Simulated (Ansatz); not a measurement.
Crystal: Pb.

```
Pb
1.0
    -1.97966    1.97966    1.97966
     1.97966   -1.97966    1.97966
     1.97966    1.97966   -1.97966
Pb
1
Direct
  0.00000 0.00000 0.00000
```

This isn't the form of Pb at room conditions, which is fcc.

Base run:

- Program: Ansatz 0.2.0
- Functional: revPBE
- Potentials or basis: Ansatz PAW
- Cutoff: 420 eV (not typed: the program's choice for these potentials)
- k mesh: 9 × 9 × 9
- Occupations: fermi-dirac, width 0.05 eV
- Spin: no spin polarisation

Its results: band gap on the k mesh none (metal or under the smearing width); pressure 1.9 GPa.

Problem. After a change of settings the same cell gave: band gap on the k mesh none (metal or under the smearing width); pressure -3.4 GPa. Which change was it?
A. functional from revPBE to PBEsol
B. functional from revPBE to RPBE
C. functional from revPBE to LDA

Solution. C.

LDA binds more tightly than revPBE, so the same cell stands under less pressure.

Caveats: spin-orbit coupling is left out, which moves the levels of the heavy elements; the PAW data sets come from PBE, with cores solved anew for the run's functional, which leaves a small shift of forces and pressure.

Runs at the PBE level aren't shown here.
